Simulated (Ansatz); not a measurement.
# Se: all-electron results

```yaml
crystal:
  lattice:
    - [4.50482, 0.00000, 0.00000]
    - [-2.25241, 3.90129, 0.00000]
    - [0.00000, 0.00000, 4.97880]
  atoms:
    - { symbol: Se, position: [0.21789, 0.00000, 0.33333] }
    - { symbol: Se, position: [0.00000, 0.21789, 0.66667] }
    - { symbol: Se, position: [0.78211, 0.78211, 0.00000] }
```

Atoms are numbered in the order listed.

Structure from Materials Project entry mp-14 (possibly hypothetical), not relaxed further.

Levels of theory: DFT, LDA, all-electron LAPW, scalar-relativistic (Ansatz 0.2.0); DFT, LDA, all-electron PAW with datasets made for the crystal, scalar-relativistic (Ansatz 0.2.0).

For LAPW: a Γ-centred 6×6×5 k mesh, Fermi–Dirac smearing of 0.01 eV, basis error target 1 meV/atom, no spin polarisation. The crystal-made all-electron datasets (AE datasets) take a cutoff of 200 eV at this cell. The Ansatz runs share mesh, smearing and spin set-up. Values come from LAPW unless marked.

```yaml
Pressure_at_this_cell: -2.20 GPa
Band_gap: 1.01 eV, indirect from L (0.5, 0, 0.5) to H (0.333, 0.333, 0.5)
Stress_xx_yy_zz_compression_positive: -2.38, -2.38, -1.86 GPa
Largest_force: 0.070 eV/Å on Se2
Smallest_direct_gap_on_the_path: 1.21 eV
Field_gradients_Vzz_crystal-made_datasets: Se1 -53.0 (η = 0.34) in 10²¹ V/m²
Volume_per_atom: 29.17 Å³
```
